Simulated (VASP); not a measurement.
# GaN in VASP: relaxation of cell and atoms with PBE

Aim: the relaxation of cell and atoms of GaN with PBE.

All numbers are computed with VASP 6.6.1; they aren't measurements. Logs are shortened: lines on timing, memory, paths and dates and some standing lists are left out, and cuts for length are marked.

**1. The structure**

The cell holds a sheet with vacuum, 2 atoms: a = 3.200 Å, b = 3.200 Å, c = 16.000 Å, α = 90.00°, β = 90.00°, γ = 120.00°.

The cell was built by a generator and needn't be a form met in nature.

**2. Relaxation of cell and atoms, PBE**

Input file INCAR:

```
SYSTEM = GaN
PREC = Accurate
ENCUT = 600
EDIFF = 1E-6
ISMEAR = 0
SIGMA = 0.03
LREAL = .False.
LASPH = .True.
NELM = 120
ALGO = Normal
ISIF = 3
LWAVE = .False.
LCHARG = .False.
GGA = PE
IBRION = 2
NSW = 60
EDIFFG = -0.005
LATTICE_CONSTRAINTS = .TRUE. .TRUE. .FALSE.
```

Input file KPOINTS:

```
regular mesh
0
Gamma
  12 12 1
  0 0 0
```

Input file POSCAR:

```
GaN
1.0
    3.2000000000      0.0000000000      0.0000000000
   -1.6000000000      2.7712812900      0.0000000000
    0.0000000000      0.0000000000     16.0000000000
Ga N
1 1
Direct
    0.3333330000      0.6666670000      0.5000000000
    0.6666670000      0.3333330000      0.5000000000
```

Potentials or basis: VASP PAW PBE potentials, release 64 (Ga_d, N).

On the command line:

```sh
> cat potpaw_PBE.64/Ga_d/POTCAR potpaw_PBE.64/N/POTCAR > POTCAR
> mpirun -np 1 vasp_std > vasp.out
```

OUTCAR:

```text
SYSTEM = GaN
   PREC = Accurate
   ENCUT = 600
   EDIFF = 1E-6
   ISMEAR = 0
   LREAL = .False.
   LASPH = .True.
   NELM = 120
   ISIF = 3
   GGA = PE
   IBRION = 2
   NSW = 60
   EDIFFG = -0.005

 ion  position               nearest neighbor table
   1  0.333  0.667  0.500-   2 1.85   2 1.85   2 1.85
   2  0.667  0.333  0.500-   1 1.85   1 1.85   1 1.85

  LATTYP: Found a hexagonal cell.
 ALAT       =     3.2000000000
 C/A-ratio  =     5.0000000000

  Lattice vectors:

 A1 = (   3.2000000000,   0.0000000000,   0.0000000000)
 A2 = (  -1.6000000000,   2.7712812900,   0.0000000000)
 A3 = (   0.0000000000,   0.0000000000,  16.0000000000)

Analysis of symmetry for initial positions (statically):
=====================================================================
 Subroutine PRICEL returns:
 Original cell was already a primitive cell.

 Routine SETGRP: Setting up the symmetry group for a
 hexagonal supercell.

 Subroutine GETGRP returns: Found 12 space group operations
 (whereof 12 operations were pure point group operations)
 out of a pool of 24 trial point group operations.

The static configuration has the point symmetry D_3h.

Analysis of symmetry for dynamics (positions and initial velocities):
=====================================================================
 Subroutine PRICEL returns:
 Original cell was already a primitive cell.

 Routine SETGRP: Setting up the symmetry group for a
 hexagonal supercell.

 Subroutine GETGRP returns: Found 12 space group operations
 (whereof 12 operations were pure point group operations)
 out of a pool of 24 trial point group operations.

The dynamic configuration has the point symmetry D_3h.

 Subroutine INISYM returns: Found 12 space group operations
 (whereof 12 operations are pure point group operations),
 and found     1 'primitive' translations

----------------------------------------------------------------------------------------

                                     Primitive cell

  volume of cell :     141.8896

  direct lattice vectors                    reciprocal lattice vectors
     3.200000000  0.000000000  0.000000000     0.312500000  0.180421959  0.000000000
    -1.600000000  2.771281290  0.000000000     0.000000000  0.360843919  0.000000000
     0.000000000  0.000000000 16.000000000     0.000000000  0.000000000  0.062500000

  length of vectors
     3.200000000  3.199999998 16.000000000     0.360843918  0.360843919  0.062500000

  position of ions in fractional coordinates (direct lattice)
     0.333333000  0.666667000  0.500000000
     0.666667000  0.333333000  0.500000000

  ion indices of the primitive-cell ions
   primitive index   ion index
                 1           1
                 2           2

----------------------------------------------------------------------------------------

 KPOINTS: regular mesh

Automatic generation of k-mesh.
 Grid dimensions read from file:
 generate k-points for:   12   12    1

 Generating k-lattice:

  Cartesian coordinates                     Fractional coordinates (reciprocal lattice)
     0.026041667  0.015035163  0.000000000     0.083333333  0.000000000  0.000000000
     0.000000000  0.030070327  0.000000000     0.000000000  0.083333333  0.000000000
     0.000000000  0.000000000  0.062500000     0.000000000  0.000000000  1.000000000

  Length of vectors
     0.030070327  0.030070327  0.062500000

  Shift w.r.t. Gamma in fractional coordinates (k-lattice)
     0.000000000  0.000000000  0.000000000

 Subroutine IBZKPT returns following result:
 ===========================================

 Found     19 irreducible k-points:

 Following reciprocal coordinates:
            Coordinates               Weight
  0.000000  0.000000  0.000000      1.000000
  0.083333 -0.000000  0.000000      6.000000
  0.166667 -0.000000  0.000000      6.000000
  0.250000 -0.000000  0.000000      6.000000
  0.333333 -0.000000  0.000000      6.000000
  0.416667  0.000000  0.000000      6.000000
[... 11 lines left out ...]
  0.333333  0.250000  0.000000     12.000000
  0.333333  0.333333  0.000000      2.000000
   k-points           NKPTS =     19   k-points in BZ     NKDIM =     19   number of bands    NBANDS=     13
   number of dos      NEDOS =    301   number of ions     NIONS =      2
   total plane-waves  NPLWV = 100352
   dimension x,y,z NGX =    28 NGY =   28 NGZ =  128
   dimension x,y,z NGXF=    56 NGYF=   56 NGZF=  256
   ions per type =               1   1
   NGX,Y,Z   is equivalent  to a cutoff of  14.55, 14.55, 13.30 a.u.
   NGXF,Y,Z  is equivalent  to a cutoff of  29.09, 29.09, 26.60 a.u.
 SYSTEM =  GaN
   PREC   = accura    normal or accurate (medium, high low for compatibility)
   ISTART =      0    job   : 0-new  1-cont  2-samecut
   ICHARG =      2    charge: 1-file 2-atom 10-const
   ISPIN  =      1    spin polarized calculation?
   LNONCOLLINEAR =      F non collinear calculations
   LSORBIT =      F    spin-orbit coupling
   LASPH  =      T    aspherical Exc in radial PAW
   ENCUT  =  600.0 eV  44.10 Ry    6.64 a.u.   6.39  6.39 31.96*2*pi/ulx,y,z
   NELM   =    120;   NELMIN=  2; NELMDL= -5     # of ELM steps
   EDIFF  = 0.1E-05   stopping-criterion for ELM
   LREAL  =      F    real-space projection
   EDIFFG = -.5E-02   stopping-criterion for IOM
   NSW    =     60    number of steps for IOM
   IBRION =      2    ionic relax: 0-MD 1-quasi-New 2-CG
   NFREE  =      1    steps in history (QN), initial steepest desc. (CG)
   ISIF   =      3    stress and relaxation
   ISYM   =      2    0-nonsym 1-usesym 2-fastsym
   POTIM  = 0.5000    time-step for ionic-motion
   TEBEG  =    0.0;   TEEND  =   0.0 temperature during run
   PSTRESS=    0.0 pullay stress
   NELECT =      18.0000    total number of electrons
   NUPDOWN=      -1.0000    fix difference up-down
   EMIN   =  10.00;   EMAX   =-10.00  energy-range for DOS
   EFERMI =   0.00;   METHOD = LEGACY
   ISMEAR =     0;   SIGMA  =   0.03  broadening in eV -4-tet -1-fermi 0-gaus
   EFERMI_NEDOS =   21; number of points for ismear=-14 and -15
   IALGO  =     38    algorithm
   IMIX   =      4    mixing-type and parameters
     AMIX     =   0.40;   BMIX     =  1.00
     AMIX_MAG =   1.60;   BMIX_MAG =  1.00
  volume/ion in A,a.u.               =      70.94       478.76
  Fermi-wavevector in a.u.,A,eV,Ry     =   0.822588  1.554465  9.206386  0.676650
  Thomas-Fermi vector in A             =   1.933949
   LORBIT       =      0    0 simple, 1 ext, 2 COOP (PROOUT), +10 PAW based schemes
   GGA     = PE    functional components
   LHFCALC =     F    Hartree Fock is set to
   AEXX    =    0.0000 exact exchange contribution
   IVDW    =     0    specifies the selected vdW correction
   LEPSILON=     F    determine dielectric tensor
   LRPA    =     F    only Hartree local field effects (RPA)
 conjugate gradient relaxation of ions
 non-spin polarized calculation
 Gauss-broadening in eV      SIGMA  =   0.03
  energy-cutoff  :      600.00
  volume of cell :      141.89
 maximum number of plane-waves:      4775
 NGX is ok and might be reduce to    28
   NGX = 13   NGY = 13   NGZ = 63

--------------------------------------- Ionic step        1  -------------------------------------------

 number of electron      18.0000003 magnetization

 Free energy of the ion-electron system (eV)
  ---------------------------------------------------
  ext. energy  EPLUGINS =         0.00000000
  ---------------------------------------------------
  free energy    TOTEN  =       -11.45514292 eV

  energy without entropy =      -11.45514292  energy(sigma->0) =      -11.45514292

------------------------ aborting loop because EDIFF is reached ----------------------------------------

  FORCE on cell =-STRESS in cart. coord.  units (eV):
  Direction    XX          YY          ZZ          XY          YZ          ZX
  --------------------------------------------------------------------------------------
  -------------------------------------------------------------------------------------
  Total        0.3420428      0.3420428     -0.0287735      0.0000000      0.0000000      0.0000000
  in kB        3.8622502      3.8622502     -0.3249020      0.0000000      0.0000000      0.0000000
  external PRESSURE =       2.4665328 kB  Pullay stress =       0.0000000 kB

 VOLUME and BASIS-vectors are now :
 -----------------------------------------------------------------------------
  energy-cutoff  :      600.00
  volume of cell :      141.89
      direct lattice vectors                 reciprocal lattice vectors
     3.200000000  0.000000000  0.000000000     0.312500000  0.180421959  0.000000000
    -1.600000000  2.771281290  0.000000000     0.000000000  0.360843919  0.000000000
     0.000000000  0.000000000 16.000000000     0.000000000  0.000000000  0.062500000
[... 37 lines left out ...]
 POSITION                                       TOTAL-FORCE (eV/Angst)
 -----------------------------------------------------------------------------------
     -0.00000      1.86276      8.00000         0.000000     -0.000000      0.000000
      1.61320      0.93138      8.00000        -0.000000      0.000000      0.000000
 -----------------------------------------------------------------------------------
    total drift:                               -0.000490      0.000283      0.000000

  FREE ENERGIE OF THE ION-ELECTRON SYSTEM (eV)
  ---------------------------------------------------
  free  energy   TOTEN  =       -11.4533614966 eV

  energy  without entropy=      -11.4533614966  energy(sigma->0) =      -11.45336150

--------------------------------------- Ionic step        3  -------------------------------------------

 number of electron      18.0000003 magnetization

 Free energy of the ion-electron system (eV)
  ---------------------------------------------------
  ext. energy  EPLUGINS =         0.00000000
  ---------------------------------------------------
  free energy    TOTEN  =       -11.45616684 eV

  energy without entropy =      -11.45616684  energy(sigma->0) =      -11.45616684

 E-fermi :  -3.4552     XC(G=0):  -2.7614

 val. band max:       -3.6616840901   @ k =   0.3333   0.3333   0.0000
 cond. band min:      -1.4936457055   @ k =   0.0000   0.0000   0.0000
 fundamental gap:      2.1680383846
 Fermi energy:        -3.4551625127

 k-point     1 :       0.0000    0.0000    0.0000
  band No.  band energies     occupation
      1     -18.9333      2.00000
      2     -17.0233      2.00000
      3     -17.0233      2.00000
      4     -16.7837      2.00000
      5     -16.7837      2.00000
      6     -16.1131      2.00000
      7      -6.2383      2.00000
      8      -3.9670      2.00000
      9      -3.9670      2.00000
     10      -1.4936      0.00000
     11       1.1213      0.00000
     12       1.3773      0.00000
     13       2.4577      0.00000

 k-point     2 :       0.0833   -0.0000    0.0000
  band No.  band energies     occupation
      1     -18.8807      2.00000
      2     -17.0272      2.00000
      3     -17.0038      2.00000
      4     -16.7922      2.00000
      5     -16.7849      2.00000
      6     -16.0754      2.00000
      7      -6.1285      2.00000
      8      -4.5913      2.00000
      9      -4.1086      2.00000
     10      -1.0362      0.00000
     11       1.2136      0.00000
[... 294 lines left out ...]
 POSITION                                       TOTAL-FORCE (eV/Angst)
 -----------------------------------------------------------------------------------
     -0.00000      1.85322      8.00000         0.000000     -0.000000      0.000000
      1.60494      0.92661      8.00000        -0.000000      0.000000      0.000000
 -----------------------------------------------------------------------------------
    total drift:                               -0.000486      0.000280      0.000000

  FREE ENERGIE OF THE ION-ELECTRON SYSTEM (eV)
  ---------------------------------------------------
  free  energy   TOTEN  =       -11.4561668378 eV

  energy  without entropy=      -11.4561668378  energy(sigma->0) =      -11.45616684

 reached required accuracy - stopping structural energy minimisation
```

Run time: 74 s. Hardware: 1 thread of Intel Xeon 6975P-C (Granite Rapids), shared host; peak memory 0.33 GiB.

What came out:

```yaml
Free_energy: -11.4562 eV
Relaxed_volume: 71.38 Å³/atom
Relaxed_cell: a = 3.210 Å, b = 3.210 Å, c = 16.000 Å, α = 90.00°, β = 90.00°, γ = 120.00°
Space_group_after_relaxing_to_0.05_Å: P-6m2 (No. 187)
Energy_gained_by_relaxing: 0.5 meV/atom
Ionic_steps: 3
Band_gap_on_the_k_mesh: 2.17 eV, indirect (least direct gap 2.47 eV)
```

Step by step:
| step | energy change (eV) | largest force (eV/Å) | pressure (GPa) | volume (Å³) |
| --- | --- | --- | --- | --- |
| 1 | 0.0000 | 0.0000 | 0.25 | 141.89 |
| 2 | 0.0018 | 0.0000 | -0.41 | 144.24 |
| 3 | -0.0010 | 0.0000 | -0.02 | 142.77 |

Final structure:
```
Ga N
1.0
     3.20988    0.00000    0.00000
    -1.60494    2.77984    0.00000
     0.00000    0.00000   16.00000
Ga N
1 1
Cartesian
  0.0000 1.8532 8.0000
  1.6049 0.9266 8.0000
```

Levels at points of the mesh, in eV from the valence-band top:
| k point | band 5 | band 6 | band 7 | band 8 | band 9 | band 10 | band 11 | band 12 | band 13 |
| --- | --- | --- | --- | --- | --- | --- | --- | --- | --- |
| (0.00, 0.00, 0.00) | -13.12 | -12.45 | -2.58 | -0.31 | -0.31 | 2.17 | 4.78 | 5.04 | 6.12 |
| (0.50, 0.00, 0.00) | -13.05 | -11.28 | -6.09 | -2.09 | -0.34 | 4.76 | 5.24 | 8.26 | 9.24 |
